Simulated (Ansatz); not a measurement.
AgI, DFT, LDA, all-electron PAW with datasets made for the crystal, scalar-relativistic (Ansatz 0.2.0), run on 1 thread of Arm Neoverse V1 on a shared host.

The cell is COD entry 1011050, as deposited and not checked against the literature; nothing was relaxed. It is an old determination, and later ones may differ. The listed cell was then made from it by scaling, straining or moving an atom.

Command: `ansatz run input.yaml --threads 1 --pin off --max-ram 6144MiB --backend cpu --events-out ev --progress --plain --runs-dir out`

```yaml
crystal:
  lattice:
    - [4.5800015808, 0.0, 0.0]
    - [-2.2900007904, 3.9663977183, 0.0]
    - [0.0, 0.0, 7.6602]
  atoms:
    - { symbol: Ag, position: [0.3333333333, 0.6666666667, 0.0] }
    - { symbol: Ag, position: [0.6666666667, 0.3333333333, 0.5] }
    - { symbol: I, position: [0.3333333333, 0.6666666667, 0.375] }
    - { symbol: I, position: [0.6666666667, 0.3333333333, 0.875] }
kpoints:
  mp_grid: { grid: [8, 8, 4] }
scf:
  occupations: { method: fermi_dirac, width: 0.01 }
hamiltonian:
  xc: lda
  pseudopotentials: { kind: all_electron, datasets: crystal }
output:
  forces: true
  stress: true
  eigenvalues: true
  efg: { contact_densities: true }
```

How large is the problem that the program sets up?

30 irreducible k-points, 1141 plane waves at Γ, 22 bands.

About how long does it take, and how much memory does it use?

22 s of wall time for 10 SCF iterations, with a peak of 0.66 GiB. Times on shared machines scatter by tens of per cent.

And the same cell and mesh by PAW (frozen-core files), asked for forces, stress, eigenvalues, efg, on the same hardware?

17 s, peak memory 0.42 GiB.
